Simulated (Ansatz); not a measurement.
Density of states of Co (P6_3/mmc, a = 2.492 Å, b = 2.492 Å, c = 4.034 Å, α = 90.00°, β = 90.00°, γ = 120.00°), in states per eV and primitive cell, averaged over bins of 0.4 eV. Computed with DFT PBE, scalar-relativistic, plane waves, PAW (Ansatz).

Settings: cutoff 420 eV, Γ-centred mesh 18×18×10 on the computed 2-atom cell, Gaussian smearing of 0.10 eV; collinear spin from starting moments 1.84 1.84 μB.

The cell is relaxed at this level. The states (both spins) are summed by tetrahedra on a 27×27×15 mesh at the self-consistent density. Energies are bin centres; the table starts no lower than −8 eV and ends at 6 eV, or lower where the solved bands end.

It is a metal at this level.

| E − E_F (eV) | total | Co 3d down | Co 3d up | Co 4s up | Co 4s down |
| --- | --- | --- | --- | --- | --- |
| -7.85 | 0.15 | 0.00 | 0.00 | 0.07 | 0.07 |
| -7.45 | 0.19 | 0.00 | 0.00 | 0.09 | 0.09 |
| -7.05 | 0.23 | 0.00 | 0.01 | 0.11 | 0.10 |
| -6.65 | 0.26 | 0.01 | 0.01 | 0.12 | 0.11 |
| -6.25 | 0.32 | 0.01 | 0.02 | 0.14 | 0.13 |
| -5.85 | 0.39 | 0.02 | 0.05 | 0.17 | 0.15 |
| -5.45 | 0.54 | 0.03 | 0.13 | 0.20 | 0.16 |
| -5.05 | 1.18 | 0.06 | 0.65 | 0.28 | 0.18 |
| -4.65 | 1.69 | 0.12 | 1.12 | 0.22 | 0.21 |
| -4.25 | 2.33 | 0.35 | 1.56 | 0.13 | 0.25 |
| -3.85 | 2.45 | 0.54 | 1.56 | 0.06 | 0.23 |
| -3.45 | 3.23 | 0.84 | 2.06 | 0.07 | 0.18 |
| -3.05 | 2.90 | 1.21 | 1.48 | 0.04 | 0.09 |
| -2.65 | 4.14 | 1.21 | 2.69 | 0.07 | 0.05 |
| -2.25 | 5.05 | 1.78 | 2.92 | 0.08 | 0.08 |
| -1.85 | 3.04 | 0.93 | 1.92 | 0.05 | 0.03 |
| -1.45 | 3.58 | 1.68 | 1.73 | 0.03 | 0.04 |
| -1.05 | 4.90 | 2.31 | 2.39 | 0.03 | 0.06 |
| -0.65 | 6.01 | 2.49 | 3.28 | 0.05 | 0.07 |
| -0.25 | 1.97 | 1.54 | 0.25 | 0.08 | 0.03 |
| 0.15 | 1.73 | 1.37 | 0.18 | 0.10 | 0.02 |
| 0.55 | 1.84 | 1.50 | 0.15 | 0.11 | 0.01 |
| 0.95 | 3.14 | 2.79 | 0.12 | 0.12 | 0.03 |
| 1.35 | 2.69 | 2.33 | 0.10 | 0.11 | 0.06 |
| 1.75 | 0.71 | 0.34 | 0.08 | 0.10 | 0.08 |
| 2.15 | 0.64 | 0.26 | 0.06 | 0.10 | 0.09 |
| 2.55 | 0.59 | 0.20 | 0.05 | 0.09 | 0.10 |
| 2.95 | 0.53 | 0.14 | 0.04 | 0.08 | 0.09 |
| 3.35 | 0.52 | 0.11 | 0.04 | 0.08 | 0.08 |
| 3.75 | 0.49 | 0.09 | 0.03 | 0.08 | 0.07 |
| 4.15 | 0.46 | 0.07 | 0.03 | 0.06 | 0.07 |
| 4.55 | 0.44 | 0.07 | 0.02 | 0.05 | 0.07 |
| 4.95 | 0.39 | 0.05 | 0.02 | 0.04 | 0.06 |
| 5.35 | 0.36 | 0.04 | 0.01 | 0.03 | 0.05 |
| 5.75 | 0.27 | 0.03 | 0.01 | 0.02 | 0.04 |

The columns after the total are the Löwdin projections on the occupied valence shells of the potentials. The rest of the total lies in shells that are empty in the free atom, which aren't projected, and between the atoms.

Only this magnetic start was tried.

Cost: 1 run of about 0.8 core-minutes, on Arm Neoverse V1 (shared hosts).